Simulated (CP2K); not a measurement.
ZrSe2:

```xyz
3
Lattice="3.7980 0.0000 0.0000 -1.8990 3.2892 0.0000 0.0000 0.0000 6.1920" Properties=species:S:1:pos:R:3 pbc="T T T"
Zr    0.0000    0.0000    0.0000
Se    1.8990    1.0964    4.6440
Se    0.0000    2.1928    1.5480
```

Program: CP2K 2026.2. Alike in all runs: task band structure; no spin polarisation; cell as given; k mesh 8 × 8 × 5.

Order these runs on this cell by their pressure, lowest first.
A. level LDA; potentials or basis GTH_POTENTIALS Zr GTH-PADE-q12, Se GTH-PADE-q6; TZVP-MOLOPT-PBE-GTH basis; smearing fermi-dirac 0.05 eV; EPS_DEFAULT 1.0E-9; NGRIDS 4; points a segment of the path (NPOINTS) 8; bands added on the path 4
B. level PBE; potentials or basis POTENTIAL_UZH Zr GTH-PBE-q12, Se GTH-PBE-q6; TZVP-MOLOPT-PBE-GTH basis; smearing fermi-dirac 0.05 eV; EPS_DEFAULT 1.0E-10; NGRIDS 5; points a segment of the path (NPOINTS) 10; bands added on the path 2
C. level PBEsol; potentials or basis POTENTIAL_UZH Zr GTH-PBE-q12, Se GTH-PBE-q6; TZVP-MOLOPT-PBE-GTH basis; smearing fermi-dirac 0.1 eV; EPS_DEFAULT 1.0E-9; NGRIDS 4; points a segment of the path (NPOINTS) 8; bands added on the path 6

A (-3.0 GPa), C (0.3 GPa), B (2.7 GPa).

Caveats: the basis of atomic orbitals isn't converged, which shifts pressures, moduli and gaps; this functional lacks dispersion, which binds the layers, so the pressure and a relaxed spacing across them are unreliable (some runs); the potentials were made for another functional, which shifts forces and pressure (some runs).
